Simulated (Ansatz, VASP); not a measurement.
# HfN in VASP and in Ansatz

```xyz
4
Lattice="0.0000 -2.2508 -2.2508 0.0000 2.2508 -2.2508 4.5016 0.0000 0.0000" Properties=species:S:1:pos:R:3 pbc="T T T"
Hf    2.2508   -0.0184   -2.2508
Hf    0.0000    0.0184    0.0000
N     0.0000    0.0786   -2.2508
N     2.2508   -0.0786    0.0000
```

Change from the starting cell: mode 4 frozen in at -0.021 Å and mode 11 at +0.067 Å (largest displacements).

Alike in both runs: task single point; functional PBEsol; k mesh 14 × 14 × 10; occupations gaussian, width 0.15 eV; no spin polarisation.

```csv
,VASP,Ansatz
version,VASP 6.6.1,Ansatz 0.2.0
potentials or method,"VASP PAW PBE potentials, release 64 (Hf_pv, N)","scalar-relativistic, plane waves, PAW"
plane-wave cutoff (eV),520,520
valence electrons in the cell,30,62
```

VASP gave:

| Item | Value |
| --- | --- |
| gap on the k mesh at the Fermi level (eV) | none |
| pressure (GPa) | -1.7 |
| largest component of the traceless stress (GPa) | 1.10 |
| rms of the force components (eV/Å) | 0.383 |

Q: What did Ansatz give for the same quantities?

A: gap on the k mesh at the Fermi level (eV): none; pressure (GPa): 0.5; largest component of the traceless stress (GPa): 1.11; rms of the force components (eV/Å): 0.384.

Atom by atom the forces differ by 0.005 eV/Å (rms over components). A gap of «none» marks a metal or a gap that the smearing closes. With one functional, cell and mesh, what is left measures potentials, basis and numerics. The two sets of potentials don't hold the same shells in valence. Ansatz warned: «pseudo_functional_mismatch».

Caveats: the PAW data sets were made with another functional, which shifts forces and pressure a little (VASP). Spin-orbit coupling is left out, which matters for the levels of Hf.
